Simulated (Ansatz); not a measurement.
This Ansatz 0.2.0 run on Yb needs a look.

File input.yaml:

```yaml
crystal:
  lattice:
    - [-2.151483, 2.151483, 2.151483]
    - [2.151483, -2.151483, 2.151483]
    - [2.151483, 2.151483, -2.151483]
  atoms:
    - { symbol: Yb, position: [0.0, 0.0, 0.0], spin: 1.0 }
kpoints:
  mp_grid: { grid: [9, 9, 9] }
  band_path:
    path:
      - [0.0, 0.0, 0.0]
      - [0.5, -0.5, 0.5]
      - [0.0, 0.0, 0.5]
      - [0.0, 0.0, 0.0]
      - [0.25, 0.25, 0.25]
      - [0.5, -0.5, 0.5]
    npoints: 10
scf:
  occupations: { method: fermi_dirac, width: 0.05 }
  mixing: { algorithm: anderson, beta: 1.5, ndim: 1, preconditioner: none }
  max_iter: 80
hamiltonian:
  xc: r2scan
  dispersion: d4
  pseudopotentials: { kind: all_electron, lapw: { basis_error: 0.0005 } }
  hubbard:
    occupation_matrices:
      s0_up:
        matrix:
          - [0.98, 0.0, 0.0, 0.0, 0.0, 0.0, 0.0]
          - [0.0, 0.98, 0.0, 0.0, 0.0, 0.0, 0.0]
          - [0.0, 0.0, 0.98, 0.0, 0.0, 0.0, 0.0]
          - [0.0, 0.0, 0.0, 0.98, 0.0, 0.0, 0.0]
          - [0.0, 0.0, 0.0, 0.0, 0.98, 0.0, 0.0]
          - [0.0, 0.0, 0.0, 0.0, 0.0, 0.98, 0.0]
          - [0.0, 0.0, 0.0, 0.0, 0.0, 0.0, 0.98]
      s0_down:
        matrix:
          - [0.98, 0.0, 0.0, 0.0, 0.0, 0.0, 0.0]
          - [0.0, 0.98, 0.0, 0.0, 0.0, 0.0, 0.0]
          - [0.0, 0.0, 0.98, 0.0, 0.0, 0.0, 0.0]
          - [0.0, 0.0, 0.0, 0.02, 0.0, 0.0, 0.0]
          - [0.0, 0.0, 0.0, 0.0, 0.98, 0.0, 0.0]
          - [0.0, 0.0, 0.0, 0.0, 0.0, 0.98, 0.0]
          - [0.0, 0.0, 0.0, 0.0, 0.0, 0.0, 0.98]
    sites:
      - { site: 0, l: f, u_eff: 6, starting_ns: [{ spin: up, occupation_matrix: s0_up }, { spin: down, occupation_matrix: s0_down }] }
    double_counting: amf
    projectors: ortho-atomic
magnetization:
  spin_polarized: true
  spin_locking: { lock_spins: true }
output:
  forces: true
  stress: true
  eigenvalues: true
```

Potentials or basis: all-electron LAPW, scalar-relativistic.

Command:

```bash
$ ansatz run input.yaml --threads 2 --pin off --max-ram 6144MiB --backend cpu --events-out ev --progress --plain --runs-dir out
```

Output:

```text
Error: invalid value for `scf.mixing.beta`: must be finite and in (0, 1]; got 1.5
```

Problem. Diagnose the run.

Solution. The input was rejected before any iteration. The input holds a flaw that was put in on purpose: mixing far too strong (scf.mixing = algorithm anderson, beta 1.5, ndim 1, preconditioner none).
